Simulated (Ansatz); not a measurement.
Sn:

```
Sn
1.0
    -2.02919    2.02919    1.66076
     2.02919   -2.02919    1.66076
     2.02919    2.02919   -1.66076
Sn
1
Direct
  0.00000 0.00000 0.00000
```

This isn't the form of Sn at room conditions, which is tetragonal (white tin).

* Program: Ansatz 0.2.0
* Task: relaxation of cell and atoms
* Functional: HSE03
* Potentials or basis: Ansatz PAW
* Cutoff: 420 eV (not typed: the program's choice for these potentials)
* k mesh: 5 × 5 × 5
* Occupations: fermi-dirac, width 0.05 eV
* Spin: no spin polarisation

At the start: volume 27.35 Å³/atom.

Problem. Where does the relaxation end?

Solution. It ends after 9 steps and the volume is 27.68 Å³/atom (+1.2 %); space group I4/mmm (No. 139, to 0.05 Å).

Step by step:
| step | energy change (eV) | largest force (eV/Å) | volume (Å³) |
| --- | --- | --- | --- |
| 1 | 0.0000 | 0.0000 | 27.35 |
| 2 | -0.0009 | 0.0000 | 27.72 |
| 3 | -0.0028 | 0.0000 | 27.98 |
| 4 | -0.0090 | 0.0000 | 28.18 |
| 5 | -0.0665 | 0.0000 | 27.58 |
| 6 | -0.0769 | 0.0000 | 28.03 |
| 7 | -0.0775 | 0.0000 | 27.83 |
| 8 | -0.0777 | 0.0000 | 27.68 |
| 9 | -0.0778 | 0.0000 | 27.68 |

Final structure:
```yaml
crystal:
  lattice:
    - [-2.12255, 2.12255, 1.53610]
    - [2.12255, -2.12255, 1.53610]
    - [2.12255, 2.12255, -1.53610]
  atoms:
    - { symbol: Sn, position: [0.00000, 0.00000, 0.00000] }
```

Caveat: the k mesh is coarse (spacing up to 0.49 Å⁻¹), so the values aren't converged, least of all with exact exchange; the plane-wave basis is chosen anew once the cell has moved, so the energies of steps on either side of that aren't comparable; the PAW data sets come from PBE, with cores solved anew for the run's functional, which leaves a small shift of forces and pressure.
